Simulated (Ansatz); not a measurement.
NiO2:

```
Ni O
1.0
     2.79878    0.00000    0.00000
    -1.39939    2.42382    0.00000
     0.00000    0.00000    9.23655
Ni O
2 4
Direct
  0.00000 0.00000 0.25000
  0.00000 0.00000 0.75000
  0.33333 0.66667 0.14698
  0.33333 0.66667 0.64698
  0.66667 0.33333 0.35302
  0.66667 0.33333 0.85302
```

The cell comes from a database or a generator and needn't be the stable form of this composition.

The cell isn't the ideal one: another cell of the same crystal, with 6 atoms.

| Property | Result |
| --- | --- |
| Program | Ansatz 0.2.0 |
| Task | relaxation of cell and atoms |
| Functional | LDA |
| Potentials or basis | Ansatz PAW |
| Cutoff | 420 eV (not typed: the program's choice for these potentials) |
| k mesh | 11 × 11 × 3 |
| Occupations | gaussian, width 0.05 eV |
| Spin | collinear spin, antiferromagnetic start |
| Starting moments | [1.0, -1.0, 0.0, 0.0, 0.0, 0.0] μB |
| Hubbard terms | Ni d U = 0.0 eV |

At the start: volume 10.44 Å³/atom.

How do energy, volume and symmetry change on relaxing?

It ends after 16 steps and the volume is 9.27 Å³/atom (-11.2 %); space group P-3m1 (No. 164, to 0.05 Å); moment 0.00 μB per cell.

Step by step:
```tsv
step	energy change (eV)	largest force (eV/Å)	volume (Å³)
1	0.0000	0.8740	62.66
2	-0.1262	0.4964	59.42
3	-0.1872	0.0304	55.63
4	-0.1746	0.0025	57.79
5	-0.1771	0.0004	57.52
6	-0.1775	0.0003	57.47
7	-0.1510	0.0005	57.47
8	-0.1670	0.0024	56.02
9	-0.1655	0.0036	56.21
10	-0.1661	0.0002	56.13
11	-0.1568	0.0002	56.13
12	-0.1609	0.0036	55.71
13	-0.1607	0.0004	55.74
14	-0.1574	0.0004	55.74
15	-0.1583	0.0010	55.63
16	-0.1574	0.0010	55.63
```

Final structure:
```
Ni O
1.0
     2.76304    0.00000    0.00000
    -1.38152    2.39286    0.00000
     0.00000    0.00000    8.41461
Ni O
2 4
Direct
  0.00000 0.00000 0.25000
  0.00000 0.00000 0.75000
  0.33333 0.66667 0.14073
  0.33333 0.66667 0.64073
  0.66667 0.33333 0.35927
  0.66667 0.33333 0.85927
```

Caveat: the magnetic or orbital state may not be the lowest; the plane-wave basis is chosen anew once the cell has moved, so the energies of steps on either side of that aren't comparable; the pressure holds a Pulay correction of +1.4 GPa for the finite cutoff; the PAW data sets come from PBE, with cores solved anew for the run's functional, which leaves a small shift of forces and pressure; the starting moments weren't kept.
